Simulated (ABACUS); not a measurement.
Te:

```
CELL_PARAMETERS angstrom
2.30590 1.33131 1.69095
-2.30590 1.33131 1.69095
0.00000 -2.66263 1.69095
ATOMIC_POSITIONS crystal
Te 0.50000 0.50000 0.50000
```

This isn't the form of Te at room conditions, which is trigonal, of chains.

- Program: ABACUS 3.10.1
- Task: single point
- Functional: PBE
- Potentials or basis: PseudoDojo NC SR 0.4.1 PBE standard
- Cutoff: 1361 eV
- Density cutoff: 5442 eV
- Basis: DZP LCAO (the cutoffs set its grid)
- k mesh: 9 × 9 × 9
- Occupations: fermi-dirac, width 0.05 eV
- Spin: no spin polarisation

On this cell: pressure 4.2 GPa; band gap on the k mesh none (metal or under the smearing width).

The same run follows on a disturbed copy (cell strained at random at fixed volume):

```xyz
1
Lattice="2.2857 1.3084 1.7231 -2.2642 1.2957 1.7038 -0.0002 -2.6598 1.7573" Properties=species:S:1:pos:R:3 pbc="T T T"
Te    0.0278   -0.0423    2.5897
```

What changes?

The energy (extrapolated to zero smearing) moves by +1.4 meV/atom; pressure 4.5 GPa; band gap on the k mesh none (metal or under the smearing width).

Stress tensor (GPa, compression positive):
```
 4.71 -0.16 -0.27
-0.16  4.34  0.42
-0.27  0.42  4.31
```

Caveats: the atomic orbitals were generated for these runs and aren't a published set; the basis of atomic orbitals isn't converged, which shifts pressures, moduli and gaps.
